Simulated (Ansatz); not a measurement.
The following input was run with Ansatz 0.2.0.

```yaml
crystal:
  lattice:
    - [2.464202, 4.141537, 0.006206]
    - [-0.010703, 0.017557, 7.431869]
    - [7.157451, -4.00577, -0.019688]
  atoms:
    - { symbol: Si, position: [0.0184491483, 0.0055868364, 0.0062179555] }
    - { symbol: Si, position: [0.5007654968, 0.0088773827, 0.5031697229] }
    - { symbol: Si, position: [0.0091449498, 0.486770083, 0.0054580171] }
    - { symbol: Si, position: [0.5371350067, 0.4909161067, 0.5060115963] }
    - { symbol: Ni, position: [0.2480030687, 0.7449704368, 0.9221014299] }
    - { symbol: Ni, position: [0.7421282291, 0.7589403947, 0.4186763354] }
    - { symbol: Mo, position: [0.7417385548, 0.75091076, 0.8921187607] }
    - { symbol: Mo, position: [0.2251184915, 0.7423813264, 0.4013612674] }
    - { symbol: Ni, position: [0.4645186002, 0.7536122644, 0.6613716957] }
    - { symbol: Ni, position: [0.9673180669, 0.7445503062, 0.1628912774] }
    - { symbol: Ni, position: [0.7489910087, 0.2451645525, 0.0861328993] }
    - { symbol: Ni, position: [0.2479663751, 0.2561459686, 0.5824060585] }
    - { symbol: Ni, position: [0.2629635062, 0.2510516933, 0.0865820999] }
    - { symbol: Ni, position: [0.7629255926, 0.2444190071, 0.5849040713] }
    - { symbol: Ni, position: [0.5005197984, 0.2518953089, 0.3308582077] }
    - { symbol: Ni, position: [0.0018734874, 0.2430429949, 0.8289478048] }
    - { symbol: Mo, position: [0.5009670546, 0.9360857776, 0.1646149153] }
    - { symbol: Ni, position: [0.0135949607, 0.9409012307, 0.6603569681] }
    - { symbol: Mo, position: [0.5129308663, 0.0646660045, 0.8366090324] }
    - { symbol: Mo, position: [0.0075109866, 0.0685087695, 0.3353828074] }
    - { symbol: Mo, position: [0.5061419868, 0.4328681317, 0.8353000057] }
    - { symbol: Ni, position: [0.9739073286, 0.4331757559, 0.3261652536] }
    - { symbol: Mo, position: [0.4957905821, 0.5613704662, 0.1724992734] }
    - { symbol: Mo, position: [0.0152592207, 0.5628006069, 0.6675361508] }
basis:
  ecutwfc: 420
kpoints:
  mp_grid: { grid: [7, 5, 4] }
hamiltonian:
  xc: pbesol
scf:
  occupations: { method: gaussian, width: 0.1 }
  n_extra_bands: 12
output:
  forces: true
  stress: true
  eigenvalues: true
  populations: true
  dos:
    method: { smearing: { sigma: 0.1, scheme: gaussian } }
    projected: true
    de: 0.02
```

Launched with
```bash
ansatz run input.yaml --threads 4 --pin off --max-ram 9216MiB --backend cpu --events-out ev --progress --plain --runs-dir out
```

Theory: DFT PBEsol, scalar-relativistic, plane waves, PAW in Ansatz.

Abridged output:

```
scf.n_extra_bands = 12 over 172 filled bands (N_el = 344.0): the run solves 184 bands
Pseudopotentials: kind: paw
Pseudopotential: Si, paw, valence charge 4, recommended cutoff 420 eV (normal)
Pseudopotential: Ni, paw, valence charge 18, recommended cutoff 420 eV (normal)
Pseudopotential: Mo, paw, valence charge 14, recommended cutoff 420 eV (normal)
Functional definition: PBEsol
Crystal: 24 atoms, lattice volume = 293.660 Å³
Basis set: ecut = 420 eV, 5735 PW (Γ), exchange–correlation on 72×100×120 points (8 copies of the dense FFT grid, shifted against one another)
Bands: 184, of which v1, the nominal top of the filled ones, is band 172 counted from 1 (171 counted from 0)
Symmetry: 1 space group operations
Space group: P1 (ITA 1), of the structure as read, at distance tolerance 6.6e-5 Å
k-points: 71 of 140 (time reversal used)
Initial density: superposition of atomic densities (neutral atoms: chi_scale 0, normalization atom), corrected by the library's trained network
Initial wavefunctions: pseudopotential atomic-orbital guess
Functional: x = pbesol(κ = 0.804, μ = 0.12345679), c = pbesol(β = 0.046)
SCF iter   1: F=—  HF=-111330.844896 eV  |F-HF|=—  |Δ(HF+E_count)|=         —  Δρ=2.81e-2  dr2=1.57e0  ethr=1.77e-3  ⟨swp⟩=5.0  Hψ=46791  notcnv=0
SCF iter   2: F=—  HF=-111330.696420 eV  |F-HF|=—  |Δ(HF+E_count)|=   1.48e-1  Δρ=5.15e-3  dr2=6.81e-2  ethr=4.56e-4  ⟨swp⟩=3.0  Hψ=26367  notcnv=0  defer=133
SCF iter   3: F=—  HF=-111330.687448 eV  |F-HF|=—  |Δ(HF+E_count)|=   8.97e-3  Δρ=2.45e-3  dr2=1.65e-2  ethr=1.98e-5  ⟨swp⟩=1.8  Hψ=13268  notcnv=0  defer=133
SCF iter   4: F=—  HF=-111330.684781 eV  |F-HF|=—  |Δ(HF+E_count)|=   2.67e-3  Δρ=6.15e-4  dr2=1.52e-3  ethr=4.78e-6  ⟨swp⟩=2.2  Hψ=20103  notcnv=0  defer=133
SCF iter   5: F=—  HF=-111330.684728 eV  |F-HF|=—  |Δ(HF+E_count)|=   5.28e-5  Δρ=3.84e-4  dr2=3.72e-4  ethr=4.41e-7  ⟨swp⟩=2.1  Hψ=19323  notcnv=0  defer=133
SCF iter   6: F=—  HF=-111330.684685 eV  |F-HF|=—  |Δ(HF+E_count)|=   4.35e-5  Δρ=1.15e-4  dr2=3.78e-5  ethr=1.08e-7  ⟨swp⟩=2.0  Hψ=18665  notcnv=0  defer=133
SCF iter   7: F=—  HF=-111330.684203 eV  |F-HF|=—  |Δ(HF+E_count)|=   4.82e-4  Δρ=4.56e-5  dr2=5.47e-6  ethr=1.10e-8  ⟨swp⟩=2.0  Hψ=19748  notcnv=0  defer=133
SCF iter   8: F=—  HF=-111330.684203 eV  |F-HF|=—  |Δ(HF+E_count)|=   3.50e-8  Δρ=2.28e-5  dr2=1.31e-6  ethr=1.59e-9  ⟨swp⟩=2.0  Hψ=21413  notcnv=0  defer=133
SCF iter   9: F=-111330.684203 eV  HF=-111330.684203 eV  |F-HF|=9.39e-8  |Δ(HF+E_count)|=   1.06e-7  Δρ=5.62e-6  dr2=9.54e-8  ethr=2.91e-11  ⟨swp⟩=7.7  Hψ=64049  notcnv=0
SCF 1 converged in 9 iterations: F = -111330.684203 eV  dr2 = 9.54e-8
SCF converged after 9 iterations
Free energy (F): -111330.684203 eV
Harris-Foulkes:  -111330.684203 eV  (|F-HF|=9.39e-8)
Internal energy: -111330.577390 eV  (E = F + TS)
E sigma→0 (E₀):  -111330.630797 eV
Entropy (-TS):   -0.106813 eV (-4.451 meV/atom)
Fermi energy:    19.140120 eV
--- Per-component energies (eV) ---
  E_band       = -3694.681532
  E_kinetic    = 7125.916968
  E_local      = -54540.798665  (includes V_loc(G=0)·N_el)
  E_nonlocal   = 8876.566073
  E_hartree    = 22814.448789
  E_xc         = -2714.269930
  E_vxc        = -3356.940608  (∫ρ·V_xc dr)
  E_paw        = -46272.031652  (= ΣΔE_a)
  E_vpaw       = -7428.324010  (= ΣTr[D̂ρ^β])
  E_aug_tail   = 0.006238  (compensation charges beyond the density's cutoff)
  E_ewald      = -46624.583314
  E_core_change = 4.168103  (= ΣΔE_core)
  E_smearing   = -0.106813  (= −TS)
--- Forces (eV/Å), atoms counted from 1 ---
  atom   1  Si     0.01068101     0.00199772     0.04165258
  atom   2  Si     0.02376313     0.04565469     0.02607828
  atom   3  Si    -0.00725254    -0.02218460    -0.00599496
  atom   4  Si     0.02847642     0.02927690    -0.03444238
  atom   5  Ni    -0.10315511     0.04367654     0.00373268
  atom   6  Ni    -0.03685080    -0.02322564    -0.05132613
  atom   7  Mo     0.12164743     0.04271240    -0.02924564
  atom   8  Mo     0.09356677    -0.08404598     0.02824221
  atom   9  Ni    -0.03918563    -0.04426389     0.00138491
  atom  10  Ni    -0.03808001     0.00139462     0.00181973
  atom  11  Ni    -0.00884424     0.00532817     0.01413602
  atom  12  Ni    -0.00304226    -0.05944243    -0.03942289
  atom  13  Ni    -0.01749790    -0.00708211    -0.03043088
  atom  14  Ni     0.01394534     0.01117584    -0.01912473
  atom  15  Ni     0.00831261     0.03378227     0.02487771
  atom  16  Ni     0.00192878    -0.01464590     0.01494695
  atom  17  Mo     0.08051687    -0.10763962    -0.01051837
  atom  18  Ni     0.01553757     0.01089500    -0.01626167
  atom  19  Mo    -0.08836154     0.06982291     0.01565039
  atom  20  Mo    -0.03653161     0.06520711    -0.00089630
  atom  21  Mo    -0.00941605     0.02819116    -0.01799929
  atom  22  Ni     0.03196353     0.02177178     0.01903961
  atom  23  Mo    -0.00483968    -0.04001952     0.02251376
  atom  24  Mo    -0.03730292    -0.00834803     0.04150865
--- Stress (GPa, compression-positive) ---
        0.032503       0.020755       0.190671
        0.020755       0.218261      -0.027143
        0.190671      -0.027144      -0.192833
  P = ⅓ Tr σ = 0.0193 GPa (0.193 kbar)
--- Band table (eV; the first three rows and the last of 71) ---
  k-point 0: bands = ["-84.3321", "-84.3039", "-84.2791", "-84.2609", "-84.1183", "-84.0510", "-84.0475", "-84.0235", "-84.0052", "-83.9546", "-83.6757", "-83.6256", "-45.0795", "-45.0441", "-44.9900", "-44.9540", "-44.8427", "-44.8080", "-44.7850", "-44.7741", "-44.7604", "-44.7502", "-44.7445", "-44.7323", "-44.7221", "-44.7029", "-44.6783", "-44.6417", "-44.6320", "-44.6281", "-44.6166", "-44.6063", "-44.5987", "-44.5773", "-44.5594", "-44.5329", "-44.5119", "-44.5014", "-44.4953", "-44.4741", "-44.4461", "-44.3924", "-44.2976", "-44.2100", "-44.2076", "-44.1732", "-44.1458", "-44.1194", "-41.8618", "-41.8394", "-41.7617", "-41.7072", "-41.6919", "-41.6543", "-41.4054", "-41.3941", "-16.2 ...
  k-point 1: bands = ["-84.3320", "-84.3040", "-84.2790", "-84.2609", "-84.1183", "-84.0506", "-84.0480", "-84.0234", "-84.0052", "-83.9547", "-83.6757", "-83.6256", "-45.0756", "-45.0499", "-44.9878", "-44.9544", "-44.8419", "-44.8108", "-44.7808", "-44.7746", "-44.7601", "-44.7487", "-44.7438", "-44.7334", "-44.7161", "-44.7125", "-44.6823", "-44.6409", "-44.6321", "-44.6255", "-44.6168", "-44.6069", "-44.6004", "-44.5794", "-44.5506", "-44.5323", "-44.5131", "-44.5045", "-44.4940", "-44.4721", "-44.4472", "-44.3937", "-44.2976", "-44.2100", "-44.2076", "-44.1732", "-44.1458", "-44.1194", "-41.8617", "-41.8394", "-41.7613", "-41.7083", "-41.6918", "-41.6539", "-41.4048", "-41.3947", "-16.2 ...
  k-point 2: bands = ["-84.3320", "-84.3041", "-84.2789", "-84.2610", "-84.1183", "-84.0500", "-84.0487", "-84.0233", "-84.0052", "-83.9547", "-83.6757", "-83.6256", "-45.0687", "-45.0585", "-44.9858", "-44.9549", "-44.8409", "-44.8136", "-44.7756", "-44.7749", "-44.7601", "-44.7473", "-44.7421", "-44.7341", "-44.7235", "-44.7085", "-44.6883", "-44.6402", "-44.6322", "-44.6213", "-44.6180", "-44.6086", "-44.6019", "-44.5811", "-44.5410", "-44.5305", "-44.5166", "-44.5066", "-44.4945", "-44.4689", "-44.4487", "-44.3951", "-44.2976", "-44.2100", "-44.2076", "-44.1732", "-44.1458", "-44.1194", "-41.8615", "-41.8395", "-41.7608", "-41.7093", "-41.6917", "-41.6535", "-41.4040", "-41.3954", "-16.2 ...
  k-point 70: bands = ["-84.3320", "-84.3040", "-84.2789", "-84.2609", "-84.1171", "-84.0516", "-84.0473", "-84.0236", "-84.0053", "-83.9553", "-83.6757", "-83.6256", "-45.0781", "-45.0519", "-44.9876", "-44.9552", "-44.8425", "-44.8123", "-44.7746", "-44.7602", "-44.7489", "-44.7481", "-44.7360", "-44.7338", "-44.7133", "-44.6991", "-44.6844", "-44.6572", "-44.6346", "-44.6283", "-44.6111", "-44.5978", "-44.5876", "-44.5713", "-44.5510", "-44.5417", "-44.5282", "-44.5152", "-44.5043", "-44.4879", "-44.4516", "-44.3965", "-44.2974", "-44.2101", "-44.2079", "-44.1732", "-44.1458", "-44.1193", "-41.8570", "-41.8380", "-41.7619", "-41.6981", "-41.6878", "-41.6725", "-41.4021", "-41.3873", "-16. ...
--- Löwdin populations: 24 sites ---
  site symbol q [e]
     0     Si      4.3285
     1     Si      4.3656
     2     Si      4.3159
     3     Si      4.3470
     4     Ni     17.5219
     5     Ni     17.5416
     6     Mo     14.0914
     7     Mo     14.1270
     8     Ni     17.5474
     9     Ni     17.5228
    10     Ni     17.5833
    11     Ni     17.6079
    12     Ni     17.5656
    13     Ni     17.5894
    14     Ni     17.6039
    15     Ni     17.5815
    16     Mo     13.9991
    17     Ni     17.5573
    18     Mo     14.0573
    19     Mo     14.0806
    20     Mo     14.0336
    21     Ni     17.5683
    22     Mo     14.0398
    23     Mo     14.0755
  spilling = 0.009732 (of n_electrons = 344.000000)
```

The run converged.

It took 4.6 min on 4 threads of AMD EPYC 7R43 64-Core Processor (Zen 3), with other jobs on the host, peak memory 3.4 GiB.

Spin polarisation was left out, and a magnetic state may lie lower.